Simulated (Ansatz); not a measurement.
Given:

InCuS₂:
```cif
data_Cu4In4S8
_chemical_formula_sum 'Cu4 In4 S8'
_space_group_name_H-M_alt 'I-42d'
_space_group_IT_number 122
_space_group_name_Hall 'I -4 2bw'
_cell_length_a 5.52192
_cell_length_b 5.52192
_cell_length_c 11.13039
_cell_angle_alpha 90.000
_cell_angle_beta 90.000
_cell_angle_gamma 90.000
loop_
_atom_site_label
_atom_site_type_symbol
_atom_site_symmetry_multiplicity
_atom_site_Wyckoff_symbol
_atom_site_fract_x
_atom_site_fract_y
_atom_site_fract_z
_atom_site_occupancy
Cu1 Cu 4 a 0.00000 0.00000 0.00000 1
In1 In 4 b 0.00000 0.00000 0.50000 1
S1 S 8 d 0.22166 0.25000 0.12500 1
```
(The calculation used a cell of 8 atoms; values per cell refer to that cell.)

This is the r²SCAN-relaxed structure.

All from r²SCAN (plane waves, PAW; program Ansatz), unless another level is named. Give the band gap.

0.36 eV (direct).

Give the electron effective mass.

0.073, 0.073, 0.078 mₑ (principal values).

What about the HSE06 gap on the r²SCAN cell?

1.20 eV.

Give the valence-band maximum.

at Γ.

The r²SCAN relaxation kept the symmetry of its start. No spin polarisation was allowed. Scalar-relativistic: spin–orbit coupling is off unless named, which matters more the heavier the elements.

Potentials: the later of the program's two PAW sets.
